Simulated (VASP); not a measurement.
# Te: relaxation of cell and atoms with RPBE

Crystal: Te.

```
Te
1.0
     3.14622    0.00000    0.00000
     0.00000    3.14622    0.00000
     0.00000    0.00000    3.14622
Te
1
Direct
  0.00000 0.00000 0.00000
```

The cell was built by a generator and needn't be a form met in nature.

* Program: VASP 6.6.1
* Task: relaxation of cell and atoms
* Functional: RPBE
* Potentials or basis: VASP PAW PBE potentials, release 64 (Te)
* Cutoff: 600 eV
* k mesh: 10 × 10 × 10
* Occupations: fermi-dirac, width 0.1 eV
* Spin: no spin polarisation
* Dipole correction: no
* Further INCAR settings: ALGO = Fast; EDIFF = 1e-06; IBRION = 2; EDIFFG = -0.01; NSW = 80; ISIF = 3

```json
{
  "Relaxed volume": "33.65 Å³/atom",
  "Relaxed cell": "a = 3.229 Å, b = 3.229 Å, c = 3.229 Å, α = 90.00°, β = 90.00°, γ = 90.00°",
  "Space group after relaxing (to 0.05 Å)": "Pm-3m (No. 221)",
  "Energy gained by relaxing": "30.7 meV/atom",
  "Ionic steps": "5",
  "Pressure after relaxing": "0.0 GPa",
  "Band gap on the k mesh": "none (metal or under the smearing width)"
}
```

The path:
```
step  energy change (eV)  largest force (eV/Å)  pressure (GPa)  volume (Å³)
   1              0.0000                0.0000            4.21        31.14
   2             -0.0239                0.0000           -1.57        34.98
   3             -0.0307                0.0000            0.06        33.65
   4             -0.0307                0.0000           -0.06        33.71
   5             -0.0307                0.0000            0.01        33.65
```

Final structure:
```
Te
1.0
     3.22852    0.00000    0.00000
     0.00000    3.22852    0.00000
     0.00000    0.00000    3.22852
Te
1
Direct
  0.00000 0.00000 0.00000
```

Levels at points of the mesh, in eV from the Fermi level:
| k point | band 1 | band 2 | band 3 | band 4 | band 5 | band 6 | band 7 |
| --- | --- | --- | --- | --- | --- | --- | --- |
| (0.00, 0.00, 0.00) | -13.41 | 1.12 | 1.12 | 1.12 | 6.02 | 6.02 | 6.51 |
| (0.50, 0.00, 0.00) | -11.78 | -5.76 | 2.40 | 2.40 | 7.72 | 9.25 | 9.79 |
| (0.50, 0.50, 0.00) | -10.12 | -4.27 | -4.27 | 2.37 | 3.64 | 10.60 | 12.23 |
| (0.50, 0.50, 0.50) | -8.38 | -2.91 | -2.91 | -2.91 | 4.54 | 4.54 | 4.54 |

Run time: 30 s on 1 thread of AMD EPYC 9R45 96-Core Processor (Zen 5), with other jobs on the host, peak memory 0.14 GiB.

Caveat: the PAW data sets were made with another functional, which shifts forces and pressure a little. The run has no spin-orbit coupling, so splittings on Te are missing.
